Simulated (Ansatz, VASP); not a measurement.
# AlH6 in VASP and in Ansatz

The input INCAR:

```
SYSTEM = AlH6
PREC = Accurate ; ENCUT = 600
EDIFF = 1E-7 ; ISMEAR = 0
SIGMA = 0.1 ; LREAL = .FALSE.
LASPH = .TRUE. ; NELM = 60
ALGO = Normal ; ISIF = 3
LWAVE = .FALSE. ; LCHARG = .FALSE.
GGA = PE ; IBRION = 2
NSW = 90 ; EDIFFG = -0.04
```

File KPOINTS:

```
regular mesh
0
G
  6 6 6
  0 0 0
```

Contents of POSCAR:

```
AlH6
1.0
    0.0000000000      3.1922750800      3.1922750800
    3.1922750800      0.0000000000      3.1922750800
    3.1922750800      3.1922750800      0.0000000000
Al H
1 6
Direct
    0.0000000000      0.0000000000      0.0000000000
    0.5000000000      0.5000000000      0.0000000000
    0.5000000000      0.0000000000      0.5000000000
    0.0000000000      0.0000000000      0.5000000000
    0.0000000000      0.5000000000      0.0000000000
    0.0000000000      0.5000000000      0.5000000000
    0.5000000000      0.0000000000      0.0000000000
```

Input for Ansatz:

```yaml
crystal:
  lattice:
    - [0.0, 3.19227508, 3.19227508]
    - [3.19227508, 0.0, 3.19227508]
    - [3.19227508, 3.19227508, 0.0]
  atoms:
    - { symbol: Al, position: [0.0, 0.0, 0.0] }
    - { symbol: H, position: [0.5, 0.5, 0.0] }
    - { symbol: H, position: [0.5, 0.0, 0.5] }
    - { symbol: H, position: [0.0, 0.0, 0.5] }
    - { symbol: H, position: [0.0, 0.5, 0.0] }
    - { symbol: H, position: [0.0, 0.5, 0.5] }
    - { symbol: H, position: [0.5, 0.0, 0.0] }
basis:
  ecutwfc: 420
kpoints:
  mp_grid: { grid: [6, 6, 6] }
hamiltonian:
  xc: pbe
scf:
  occupations: { method: gaussian, width: 0.1 }
  lower_state_search: "off"
output:
  forces: true
  stress: true
  eigenvalues: true
relax:
  adjacent_minimum: "off"
  f_tol: 0.04
  max_steps: 70
  cell: { stress_tol: 0.4 }
```

Change from the starting cell: species swapped into the Zn6Mo type (Fm-3m, No. 225).

Alike in both runs: task relaxation of cell and atoms; functional PBE; k mesh 6 × 6 × 6; occupations gaussian, width 0.1 eV; no spin polarisation.

|  | VASP | Ansatz |
| --- | --- | --- |
| version | VASP 6.6.1 | Ansatz 0.2.0 |
| potentials or method | VASP PAW PBE potentials, release 64 (Al, H) | scalar-relativistic, plane waves, PAW |
| plane-wave cutoff (eV) | 600 | 420 |
| valence electrons in the cell | 9 | 9 |

Ansatz gave:

```
gap on the k mesh at the Fermi level, each at its own relaxed structure (eV) : none
relaxed volume (Å³/atom)                                                     : 5.50
relaxed cell length with the largest relative difference (Å)                 : 3.790
energy change over the relaxation (meV/atom)                                 : -330
```

Q: What did VASP give for the same quantities?

A: gap on the k mesh at the Fermi level, each at its own relaxed structure (eV): none; relaxed volume (Å³/atom): 5.55; relaxed cell length with the largest relative difference (Å): 3.802; energy change over the relaxation (meV/atom): -331.

A gap of «none» marks a metal or a gap that the smearing closes.

Caveats: the volume moved by over 15 % at a fixed basis, so the end points are rough (VASP).
